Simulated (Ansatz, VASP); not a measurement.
**One calculation of GaSb3, two programs**

```
Ga Sb
1.0
     0.00000    3.62168    3.52607
     3.62168    0.00000    3.52607
     3.62168    3.62168    0.00000
Ga Sb
1 3
Direct
  0.00000 0.00000 0.00000
  0.25000 0.25000 0.25000
  0.75000 0.75000 0.75000
  0.50000 0.50000 0.50000
```

Alike in both runs: task single point; functional LDA; k mesh 10 × 10 × 10; occupations gaussian, width 0.15 eV; no spin polarisation.

```csv
,VASP,Ansatz
version,VASP 6.6.1,Ansatz 0.2.0
potentials or method,"VASP PAW LDA potentials, release 64 (Ga_d, Sb)","scalar-relativistic, plane waves, PAW"
plane-wave cutoff (eV),520,420
valence electrons in the cell,28,58
```

Ansatz gave:

```
gap on the k mesh at the Fermi level (eV)       : none
pressure (GPa)                                  : 2.0
largest component of the traceless stress (GPa) : 0.77
```

Question: Estimate VASP's values.

Answer: gap on the k mesh at the Fermi level (eV): none; pressure (GPa): 2.2; largest component of the traceless stress (GPa): 0.80.

A gap of «none» marks a metal or a gap that the smearing closes. The two sets of potentials don't hold the same shells in valence. Ansatz warned: «pseudo_functional_mismatch».

Spin-orbit coupling is left out, which matters for the levels of Sb.
